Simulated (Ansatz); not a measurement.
Runs of Ansatz 0.2.0 on TiNi. Symmetry: P4/nmm, No. 129, tetragonal system. The conventional cell has a = 3.822 Å, b = 3.822 Å, c = 3.636 Å, α = 90.00°, β = 90.00°, γ = 90.00°. Ni (site symmetry -4m2) is surrounded by 8 Ti at 2.59 to 2.69 Å and 4 Ni at 2.70 Å. Around Ti (site symmetry 4mm) lie 8 Ni at 2.59 to 2.69 Å and 4 Ti at 2.71 Å. The cell comes from a database or a generator and needn't be the stable form of this composition.

```tsv
task	level	k mesh	cutoff (eV)	mesh quality	gap on the mesh (eV)	pressure (GPa)	moment (μB)	largest force (eV/Å)
projected density of states	HSE06	4 × 4 × 4	420	coarse	none	-	1.28	0.14
projected density of states	r2SCAN0	4 × 4 × 4	500	coarse	none	-	1.40	0.23
projected density of states	LDA	4 × 4 × 4	420	coarse	none	-10.4	(b)	0.06
projected density of states	r2SCAN	4 × 4 × 4	500	coarse	none	(a)	1.19	0.11
```

Alike in all rows: potentials or basis Ansatz PAW; spin collinear, ferromagnetic start; cell as given; smearing fermi-dirac 0.05 eV.

**Question.** Estimate the missing entries.

**Answer.** (a) -1.2; (b) 0.00.

Caveats: all runs use coarse meshes; the PAW data sets come from PBE, with cores solved anew for the run's functional, which leaves a small shift of forces and pressure; the density of states is complete only up to the lowest level of the last band computed; the magnetic or orbital state may not be the lowest (some runs).

A k mesh can miss the band edges.

A gap of «none» marks a metal or a gap under the smearing width.

Not every run made on this cell is shown here.
